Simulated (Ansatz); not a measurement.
# Stiffness of CaF2 from strained cells

```xyz
3
Lattice="0.0000 2.7313 2.7313 2.7313 0.0000 2.7313 2.7313 2.7313 0.0000" Properties=species:S:1:pos:R:3 pbc="T T T"
Ca    0.0000    0.0000    0.0000
F     1.3656    1.3656    1.3656
F     4.0969    4.0969    4.0969
```

Atom numbers follow the list: Ca1, F2, F3.

The cell is COD entry 5000222, as deposited and not checked against the literature; nothing was relaxed.

Method: DFT, PBEsol, all-electron LAPW, scalar-relativistic in Ansatz 0.2.0.

Numerical set-up: a Γ-centred 8×8×8 k mesh, Fermi–Dirac smearing of 0.02 eV, basis error target 1 meV/atom, no spin polarisation.

The unstrained cell is at -1.91 GPa. Large strains and very small stresses are left out. Each strain is applied once, with fractional coordinates held (clamped ions), and σ below is the change of stress, positive in tension. One finite strain gives stress–strain coefficients at this pressure with an error of the order of the strain times third-order constants, a few per cent for each per cent of strain.

Problem. With equal xy, yz and zx engineering shear strains of -1 %, the run gives σxy = -0.37 GPa and γxy = 2εxy = -0.0100. Which stiffness follows?

Solution. C44 (clamped ions) = σxy/γxy = 37 GPa.

Problem. With equal xy, yz and zx engineering shear strains of +1 %, the run gives σxy = 0.33 GPa and γxy = 2εxy = 0.0100. Which stiffness follows?

Solution. C44 (clamped ions) = σxy/γxy = 33 GPa.

Problem. The two estimates of C44 (clamped ions) differ. Why, and which value is best?

Solution. Finite strains add third-order terms, which change sign with the strain; interpolating the two linearly to zero strain gives 35 GPa, the better value.
